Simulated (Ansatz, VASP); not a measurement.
One calculation of SnH5, two programs

```xyz
6
Lattice="3.1399 0.0000 0.0000 -1.5699 2.7192 0.0000 0.0000 0.0000 5.9472" Properties=species:S:1:pos:R:3 pbc="T T T"
Sn    0.0000    0.0000    2.9736
H     0.0000    0.0000    1.0380
H     0.0000    0.0000    4.9092
H     0.0000    0.0000    0.0000
H     0.0000    1.8128    0.0000
H     1.5699    0.9064    0.0000
```

Alike in both runs: functional PBE; k mesh 15 × 15 × 6; occupations gaussian, width 0.1 eV; no spin polarisation.

Ansatz relaxed the structure, and its values are those at the end. VASP's run is a single point on that final structure, the one shown.

|  | VASP | Ansatz |
| --- | --- | --- |
| version | VASP 6.6.1 | Ansatz 0.2.0 |
| potentials or method | VASP PAW PBE potentials, release 64 (Sn_d, H) | scalar-relativistic, plane waves, PAW |
| plane-wave cutoff (eV) | 520 | 420 |
| valence electrons in the cell | 19 | 19 |

VASP gave:

```
gap on the k mesh at the Fermi level (eV) : none
pressure (GPa)                            : -0.2
rms of the force components (eV/Å)        : 0.006
```

Estimate Ansatz's values.

gap on the k mesh at the Fermi level (eV): none; pressure (GPa): 0.0; rms of the force components (eV/Å): 0.003.

A gap of «none» marks a metal or a gap that the smearing closes.
